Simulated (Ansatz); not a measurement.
This is a band-structure calculation with the PAW code Ansatz on a 2-atom cell of GaAs started from a crystallographic database; the level of theory is PBE. The geometry is the r2SCAN minimum.

Input (YAML):
```yaml
crystal:
  lattice:
    - [0.0, 2.8330831922, 2.8330831922]
    - [2.8330831922, 0.0, 2.8330831922]
    - [2.8330831922, 2.8330831922, 0.0]
  atoms:
    - { symbol: Ga, position: [0.0, 0.0, 0.0] }
    - { symbol: As, position: [0.25, 0.25, 0.25] }
kpoints:
  mp_grid: { grid: [8, 8, 8] }
  band_path:
    path:
      - [[0.0, 0.0, 0.0], [-0.5, -0.5, 0.0], [-0.375, -0.375, 0.25]]
      - [[-0.375, 0.0, 0.375], [0.0, 0.0, 0.0], [0.0, 0.0, 0.5], [-0.5, -0.25, 0.25], [-0.5, -0.5, 0.0]]
    npoints: 10
hamiltonian:
  xc: pbe
scf:
  occupations: { method: fermi_dirac, width: 0.02 }
  n_extra_bands: 4
output:
  forces: true
  stress: true
  eigenvalues: true
```

Command: `ansatz run input.yaml --threads 2 --pin off --max-ram 2211MiB --backend cpu --events-out ev --progress --plain --runs-dir out`.

Task: What will the output look like, and what does it show?

Result: Main lines of the log:
```
Functional definition: PBE
  parameter kappa = 0.804
  parameter beta = 0.06672455060314922
  exchange = pbe_x(kappa = kappa, mu = beta*pi^2/3)
  correlation = pbe_c(beta = beta)
Crystal: 2 atoms, lattice volume = 45.479 Å³
Basis set: ecut = 420 eV, 893 PW (Γ)
Bands: 18, of which v1, the nominal top of the filled ones, is band 14 counted from 1 (13 counted from 0)
Symmetry: 24 space group operations
Space group: F-43m (ITA 216)
k-points: 29 of 512 (time reversal used)
SCF iter   1: HF=-8639.840632 eV  Δρ=1.79e-3  dr2=2.44e-3
SCF iter   2: HF=-8639.839756 eV  Δρ=8.56e-4  dr2=2.99e-4
SCF iter   3: HF=-8639.839679 eV  Δρ=2.62e-4  dr2=3.73e-5
SCF iter   4: HF=-8639.839691 eV  Δρ=1.35e-4  dr2=1.13e-5
SCF iter   5: HF=-8639.839698 eV  Δρ=3.84e-5  dr2=7.29e-7
SCF iter   6: HF=-8639.839699 eV  Δρ=5.94e-6  dr2=2.24e-8
SCF 1 converged in 6 iterations: F = -8639.839699 eV  dr2 = 2.24e-8
Free energy (F): -8639.839699 eV
Fermi energy:    8.338531 eV
--- Forces (eV/Å), atoms counted from 1 ---
  atom   1  Ga      0.00000      0.00000      0.00000
  atom   2  As      0.00000      0.00000      0.00000
--- Stress (GPa, compression-positive) ---
        2.774174       0.000000       0.000000
        0.000000       2.774174       0.000000
        0.000000       0.000000       2.774174
  P = ⅓ Tr σ = 2.7742 GPa (27.742 kbar)
```
Only the leading digits can be foreseen; the rest is this run's record.

Levels along the path, in eV from the valence top (v1 is the last filled band, c1 the first empty one):
```csv
point,distance (1/Å),v2,v1,c1,c2
Γ,0.00,0.00,0.00,0.47,3.74
·,0.22,-0.45,-0.45,1.97,3.27
·,0.44,-1.28,-1.28,2.32,3.27
·,0.67,-2.01,-2.01,1.72,2.93
·,0.89,-2.49,-2.49,1.44,2.12
X,1.11,-2.65,-2.65,1.48,1.67
·,1.19,-2.76,-2.63,1.55,1.80
·,1.27,-3.01,-2.58,1.63,2.25
·,1.34,-3.33,-2.50,1.72,2.94
·,1.42,-3.61,-2.38,1.83,3.75
U,1.50,-3.82,-2.24,1.97,4.63
K,1.50,-3.82,-2.24,1.97,4.63
·,1.62,-3.93,-1.97,2.22,5.77
·,1.85,-3.47,-1.32,2.68,5.69
·,2.09,-2.42,-0.67,2.66,4.75
·,2.32,-1.13,-0.22,2.15,3.98
·,2.56,-0.15,-0.02,1.14,3.74
Γ,2.68,0.00,0.00,0.47,3.74
·,2.77,-0.04,-0.04,0.98,3.78
·,2.97,-0.32,-0.32,1.61,4.20
·,3.16,-0.67,-0.67,1.43,4.60
·,3.35,-0.96,-0.96,1.16,4.70
·,3.54,-1.11,-1.11,1.00,4.65
L,3.64,-1.13,-1.13,0.98,4.64
·,3.72,-1.34,-1.16,1.19,4.58
·,3.87,-2.30,-1.43,2.14,4.28
·,4.03,-3.20,-1.92,3.01,4.18
·,4.19,-3.66,-2.54,3.70,4.43
·,4.34,-3.61,-3.13,4.34,4.82
W,4.42,-3.50,-3.31,4.59,4.72
·,4.48,-3.48,-3.29,4.41,4.41
·,4.59,-3.35,-3.19,3.44,3.59
·,4.70,-3.11,-3.01,2.57,2.76
·,4.81,-2.85,-2.81,1.90,2.10
·,4.92,-2.68,-2.67,1.53,1.72
X,4.98,-2.65,-2.65,1.48,1.67
```

The PBE gap is direct at Γ: 0.47 eV. Edges are sought over the mesh and the listed points. At this geometry PBE finds +2.77 GPa, compression counted positive: its own equilibrium volume is larger.

(Simulation; spin polarisation is off.)

Spin-orbit coupling is left out.
